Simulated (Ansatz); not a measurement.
Runs of Ansatz 0.2.0 on KCl. Symmetry: Pm-3m, No. 221, cubic system. Conventional cell: a = 3.839 Å, b = 3.839 Å, c = 3.839 Å, α = 90.00°, β = 90.00°, γ = 90.00°. Around K (site symmetry m-3m) lie 8 Cl at 3.32 Å. Cl (site symmetry m-3m) has 8 K at 3.32 Å as nearest neighbours. Measurements of this composition are mostly on another form, of space group No. 225.

| task | level | cutoff (eV) | points for each segment of the path | gap on the mesh (eV) | pressure (GPa) |
| --- | --- | --- | --- | --- | --- |
| band structure | LDA | 420 | 14 | (b) | -3.2 |
| band structure | PBE | 420 | 14 | (a) | -0.1 |
| band structure | PBEsol | 420 | 14 | 4.64 | (c) |
| band structure | r2SCAN | 500 | 14 | 5.57 | -1.1 |

Alike in all rows: potentials or basis Ansatz PAW; no spin polarisation; cell as given; k mesh 7 × 7 × 7; smearing fermi-dirac 0.05 eV.

Fill in the values left out.

(a) 4.82; (b) 4.39; (c) -1.4.

Caveats: the PAW data sets come from PBE, with cores solved anew for the run's functional, which leaves a small shift of forces and pressure (some runs).

